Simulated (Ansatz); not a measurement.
The geometry is COD entry 1010423, unchecked; take it as a test cell. It is an old determination, and later ones may differ.

An input for BaTe: DFT, LDA, PAW with Ansatz's default frozen-core files, scalar-relativistic (Ansatz 0.2.0). The PAW files were made with PBE; their cores are remade for this functional.

```yaml
crystal:
  lattice:
    - [0.0, 3.41, 3.41]
    - [3.41, 0.0, 3.41]
    - [3.41, 3.41, 0.0]
  atoms:
    - { symbol: Ba, position: [0.0, 0.0, 0.0] }
    - { symbol: Te, position: [0.5, 0.5, 0.5] }
kpoints:
  mp_grid: { grid: [10, 10, 10] }
  band_path:
    path:
      - [0.0, 0.0, 0.0]
      - [0.5, 0.0, 0.5]
      - [0.625, 0.25, 0.625]
      - [0.375, 0.375, 0.75]
      - [0.0, 0.0, 0.0]
      - [0.5, 0.5, 0.5]
      - [0.5, 0.25, 0.75]
      - [0.5, 0.0, 0.5]
    npoints: 5
scf:
  occupations: { method: fermi_dirac, width: 0.05 }
hamiltonian:
  xc: lda
  pseudopotentials: { kind: paw }
output:
  forces: true
  stress: true
  eigenvalues: true
  efg: { contact_densities: true }
```

Set-up and iterations as logged by Ansatz (the results part is left out, to be predicted):

```
Engine: ansatz 0.2.0
Pseudopotentials: kind: paw
Pseudopotential: Ba, paw, valence charge 10, recommended cutoff 420 eV (normal)
Pseudopotential: Te, paw, valence charge 16, recommended cutoff 420 eV (normal)
Functional definition: SPW92
  exchange = slater_x
  correlation = pw_c
Crystal: 2 atoms, lattice volume = 79.304 Å³
Basis set: ecut = 420 eV, 1471 PW (Γ)
Bands: 17, of which v1, the nominal top of the filled ones, is band 13 counted from 1 (12 counted from 0)
Symmetry: 48 space group operations
Space group: Fm-3m (ITA 225), of the structure as read, at distance tolerance 4.3e-5 Å
k-points: 47 of 1000
Non-local potential: Ba, projectors of the file, l = 0: 3, l = 1: 2, l = 2: 2, l = 3: 2
Non-local potential: Te, projectors of the file, l = 0: 2, l = 1: 2, l = 2: 2, l = 3: 2
PAW form: soft (Blöchl's): semilocal exchange-correlation on the pseudo side does not see the compensation charge
PAW frozen core: Ba, regenerated for the run's functional, and the local potential with it (the file was generated under x = pbe(κ = 0.804, μ = 0.2195149727645171), c = pbe(β = 0.06672455060314922))
PAW frozen core: Te, regenerated for the run's functional, and the local potential with it (the file was generated under x = pbe(κ = 0.804, μ = 0.2195149727645171), c = pbe(β = 0.06672455060314922))
PAW one-centre angular grid: Ba, 194 points (default); XC on 64 Gauss nodes
PAW one-centre angular grid: Te, 590 points (default); XC on 64 Gauss nodes
Initial density: superposition of atomic densities (neutral atoms: chi_scale 0, normalization atom), corrected by the library's trained network
Initial wavefunctions: pseudopotential atomic-orbital guess
Functional: x = slater, c = lda
SCF iter   1: F=—  HF=-12610.407224 eV  |F-HF|=—  |Δ(HF+E_count)|=         —  Δρ=3.72e-3  dr2=6.01e-3  ethr=1.77e-3  ⟨swp⟩=9.1  Hψ=5264  notcnv=0
SCF iter   2: F=—  HF=-12610.404927 eV  |F-HF|=—  |Δ(HF+E_count)|=   2.30e-3  Δρ=1.73e-3  dr2=9.40e-4  ethr=2.31e-5  ⟨swp⟩=2.3  Hψ=1843  notcnv=0
SCF iter   3: F=—  HF=-12610.404913 eV  |F-HF|=—  |Δ(HF+E_count)|=   1.49e-5  Δρ=4.11e-4  dr2=1.06e-4  ethr=3.61e-6  ⟨swp⟩=1.9  Hψ=1001  notcnv=0
SCF iter   4: F=—  HF=-12610.404902 eV  |F-HF|=—  |Δ(HF+E_count)|=   1.10e-5  Δρ=4.41e-5  dr2=1.62e-6  ethr=4.07e-7  ⟨swp⟩=2.6  Hψ=1240  notcnv=0
SCF iter   5: F=—  HF=-12610.404901 eV  |F-HF|=—  |Δ(HF+E_count)|=   9.57e-7  Δρ=1.28e-5  dr2=2.30e-7  ethr=6.25e-9  ⟨swp⟩=2.0  Hψ=1410  notcnv=0
SCF iter   6: F=-12610.404900 eV  HF=-12610.404900 eV  |F-HF|=2.41e-8  |Δ(HF+E_count)|=   1.02e-7  Δρ=4.16e-6  dr2=2.25e-8  ethr=3.85e-10  ⟨swp⟩=6.5  Hψ=4236  notcnv=0
```

Question: What pressure will this run report?

Answer: 0.75 GPa (positive in compression).

Question: Is there a band gap?

Answer: 1.31 eV, indirect from Γ to X (0.5, 0, 0.5).
